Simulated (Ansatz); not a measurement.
Ideal shear of a crystal plane in BN

All numbers below come from Ansatz, DFT PBE, scalar-relativistic, plane waves, PAW. The runs took a 420 eV cutoff, a Γ-centred 10×10×2 mesh and Gaussian smearing (0.05 eV). No spin polarisation. Energies are free energies at this smearing, counted from the undisturbed cell; pressure is positive in compression.

Zero of the scan (relaxed at this level; this wurtzite form isn't the usual structure):

```
CELL_PARAMETERS angstrom
-2.55458 0.00000 0.00000
-1.27729 -2.21233 0.00000
0.00000 0.00000 12.67354
ATOMIC_POSITIONS crystal
B 0.66667 0.66667 0.22912
B 0.66667 0.66667 0.56245
B 0.66667 0.66667 0.89579
B 0.33333 0.33333 0.06245
B 0.33333 0.33333 0.39579
B 0.33333 0.33333 0.72912
N 0.66667 0.66667 0.10425
N 0.66667 0.66667 0.43758
N 0.66667 0.66667 0.77091
N 0.33333 0.33333 0.93758
N 0.33333 0.33333 0.27091
N 0.33333 0.33333 0.60425
```

The cut lies on the cell's a–b face, a (0 0 1) plane (indices in the standard cell, whose axes needn't be the Cartesian ones shown) of area 5.65 Å², between layers 1.58 Å apart. Vector c is tilted by f times 1·a + 1·b (length 4.425 Å) with the atoms' Cartesian places fixed: one unrelaxed fault a cell. The traction is dγ/du, the slope of γ against the slip u in Å.

| f | γ (mJ/m²) | traction (GPa) |
| --- | --- | --- |
| 0.0000 | 0 | 0.0 |
| 0.0833 | 1055 | 55.0 |
| 0.1667 | 3738 | 82.9 |
| 0.2500 | 6439 | 53.2 |
| 0.3333 | 7329 | 0.0 |
| 0.4167 | 7157 | 0.4 |
| 0.5000 | 7797 | 36.2 |
| 0.5833 | 9637 | 56.4 |
| 0.6667 | 11001 | 0.0 |
| 0.7500 | 8863 | -106.6 |
| 0.8333 | 4516 | -114.2 |
| 0.9167 | 1152 | -63.0 |

Read off the first barrier and the stress needed to climb it, and compare with Frenkel's sinusoid.

The first sampled maximum lies at f = 0.333, a slip of 1.47 Å, with γ ≈ 7329 mJ/m², which stands in for the unstable fault energy γ_us, and the steepest sampled slope before it is 82.9 GPa. A sinusoid γ = γ_us sin²(πu/λ) with its maximum there has λ = 2.95 Å and a largest slope πγ_us/λ = 78.1 GPa (1 mJ/m² per Å = 0.01 GPa). The stand-in is too high: a rotation axis of order three or more passes through this point, so the curvature is the same in every direction of the plane and the point is a peak of the γ-surface, which slip goes round.

Is there a metastable fault on this line?

The samples dip to a local minimum of 7157 mJ/m² at f = 0.417. It lies off the rotation axes, between two maxima that lie on them, so it is most likely the pass between two peaks of the γ-surface: a saddle for slip across the line, a better estimate of γ_us, and no metastable fault.

The cut is rigid; relaxing the faces lowers these energies and usually the stresses.

Cost: 12 runs of about 2.8 core-minutes in all, on Intel Xeon Platinum 8259CL (Skylake/Cascade Lake) (shared hosts).